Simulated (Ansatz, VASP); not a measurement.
C in VASP and in Ansatz

Contents of INCAR:

```
ALGO = Normal ; EDIFF = 1E-6
EDIFFG = -0.002 ; ENCUT = 520
GGA = PS ; IBRION = 2
ISIF = 2 ; ISMEAR = 0
LASPH = True ; LCHARG = False
LREAL = False ; LWAVE = False
NELM = 100 ; NSW = 60
PREC = Accurate ; SIGMA = 0.02
```

Contents of KPOINTS:

```
k-points
0
Gamma
  9 9 6
```

File POSCAR:

```
C
1.0
    2.4532498523      0.0000000000      0.0000000000
   -1.2266249262      2.1245766939      0.0000000000
    0.0000000000      0.0000000000      4.1189829197
C
4
Direct
    0.3333333333      0.6666666667     -0.0002927326
    0.6666666667      0.3333333333      0.4997072674
    0.3333333333      0.6666666667      0.3742927326
    0.6666666667      0.3333333333      0.8742927326
```

Input for Ansatz:

```yaml
crystal:
  lattice:
    - [2.4532498655, 0.0, 0.0]
    - [-1.2266249327, 2.1245767053, 0.0]
    - [0.0, 0.0, 4.1189829196]
  atoms:
    - { symbol: C, position: [0.3333333333, 0.6666666667, -0.0002927332] }
    - { symbol: C, position: [0.6666666667, 0.3333333333, 0.4997072668] }
    - { symbol: C, position: [0.3333333333, 0.6666666667, 0.3742927332] }
    - { symbol: C, position: [0.6666666667, 0.3333333333, 0.8742927332] }
basis:
  ecutwfc: 600.0
kpoints:
  mp_grid: { grid: [9, 9, 6] }
hamiltonian:
  xc: pbesol
  pseudopotentials: { kind: paw, azcp: { folder: soft_1 } }
scf:
  occupations: { method: gaussian, width: 0.02 }
output:
  forces: true
  stress: true
  eigenvalues: true
relax:
  adjacent_minimum: "off"
  f_tol: 0.002
  max_steps: 40
```

Change from the starting cell: strained cell.

Alike in both runs: task relaxation of the atoms; functional PBEsol; k mesh 9 × 9 × 6; occupations gaussian, width 0.02 eV; no spin polarisation.

|  | VASP | Ansatz |
| --- | --- | --- |
| version | VASP 6.6.1 | Ansatz 0.2.0 |
| potentials or method | VASP PAW PBE potentials, release 64 (C) | scalar-relativistic, plane waves, PAW |
| plane-wave cutoff (eV) | 520 | 600 |
| valence electrons in the cell | 16 | 16 |

Ansatz gave:

| Item | Value |
| --- | --- |
| gap on the k mesh at the Fermi level, each at its own relaxed structure (eV) | 2.83 |

**Question.** Estimate VASP's values.

**Answer.** gap on the k mesh at the Fermi level, each at its own relaxed structure (eV): 2.81.

Ansatz warned: «pseudo_functional_mismatch».

Caveats: an odd mesh through Γ misses points on the zone boundary, where band edges often lie.
